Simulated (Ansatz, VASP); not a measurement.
## C: VASP beside Ansatz

```
C
1.0
     0.00000    1.78581    1.78581
     1.78581    0.00000    1.78581
     1.78581    1.78581    0.00000
C
2
Direct
  0.00000 0.00000 0.00000
  0.25000 0.25000 0.25000
```

Alike in both runs: functional PBE; k mesh 12 × 12 × 12; occupations gaussian, width 0.02 eV; no spin polarisation.

Ansatz relaxed the structure, and its values are those at the end. VASP's run is a single point on that final structure, the one shown.

|  | VASP | Ansatz |
| --- | --- | --- |
| version | VASP 6.6.1 | Ansatz 0.2.0 |
| potentials or method | VASP PAW PBE potentials, release 64 (C) | scalar-relativistic, plane waves, PAW |
| plane-wave cutoff (eV) | 520 | 420 |
| valence electrons in the cell | 8 | 8 |

|  | VASP | Ansatz | Ansatz less VASP |
| --- | --- | --- | --- |
| gap on the k mesh at the Fermi level (eV) | 4.14 | 4.15 | +0.007 |
| least direct gap on the mesh (eV) | 5.58 | 5.58 | +0.004 |
| pressure (GPa) | 0.7 | 0.0 | -0.66 |
